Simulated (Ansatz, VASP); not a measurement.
NaF: VASP beside Ansatz

```
Na F
1.0
     0.00000    2.29724    2.29724
     2.16860    0.00000    2.29724
     2.16860    2.29724    0.00000
Na F
1 1
Cartesian
  0.0000 0.0000 0.0000
  2.1686 2.2972 2.2972
```

Change from the starting cell: uniaxial_x strain -5.6%.

Alike in both runs: task single point; functional PBE; k mesh 10 × 10 × 10; occupations fermi-dirac, width 0.02 eV; no spin polarisation.

```csv
,VASP,Ansatz
version,VASP 6.6.1,Ansatz 0.2.0
potentials or method,"VASP PAW PBE potentials, release 64 (Na_pv, F)","plane waves, PAW"
plane-wave cutoff (eV),520,420
valence electrons in the cell,14,16
```

VASP gave:

* gap on the k mesh at the Fermi level (eV): 6.75
* pressure (GPa): 8.1
* largest component of the traceless stress (GPa): 5.78

Problem. Which values does Ansatz return?

Solution. gap on the k mesh at the Fermi level (eV): 6.77; pressure (GPa): 8.1; largest component of the traceless stress (GPa): 5.58.

The functional is the same, so the differences come from potentials, cutoffs and numerics. The two sets of potentials don't hold the same shells in valence.

A k mesh can miss the band edges.
